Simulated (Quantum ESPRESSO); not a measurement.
Runs of Quantum ESPRESSO 7.5 on CuO. The typed cell holds 4 atoms: a = 2.880 Å, b = 2.880 Å, c = 5.176 Å, α = 89.81°, β = 89.81°, γ = 89.22°. The cell comes from a database or a generator and needn't be the stable form of this composition.

```tsv
task	level	potentials or basis	cell	k mesh	cutoff (eV)	SCF threshold	most ionic steps	forc conv thr	etot conv thr	ion dynamics	mesh quality	gap on the mesh (eV)	pressure (GPa)	largest force (eV/Å)
single point	PBE	SSSP 1.3 efficiency PBE	as given	9 × 9 × 5	748	8e-10 Ry	-	-	-	-	not flagged	none	5.6	0.01
relaxation of cell and atoms	PBE+D3(BJ)	Ansatz NC SR PBE	relaxed to 0.3 kbar	5 × 5 × 3	1252	8e-10 Ry	40	0.0004 Ry/bohr	1e-05 Ry	bfgs	coarse	none	0.1	-
band structure	r2SCAN	SG15 PBE 1.2	as given	6 × 6 × 4	1197	1e-08 Ry	-	-	-	-	coarse	none	(a)	0.01
single point	PBE	SSSP 1.3 efficiency PBE	atoms moved at random, drawn with an rms of 0.05 Å	9 × 9 × 5	748	8e-10 Ry	-	-	-	-	not flagged	none	5.9	0.69
```

Alike in all rows: no spin polarisation; smearing fermi-dirac 0.05 eV.

Fill in the values left out.

(a) -0.5.

Caveats: some runs use coarse meshes; the run has no spin polarisation, though such a crystal can be magnetic; semilocal functionals often make such compounds metallic where correlation or magnetic order opens a gap, which also shifts bond lengths; pairwise dispersion overbinds metals, which lowers pressure and volume (some runs); the potentials were made for another functional, which shifts forces and pressure (some runs).

A gap of «none» marks a metal or a gap under the smearing width.

The runs don't all hold the same shells in valence.
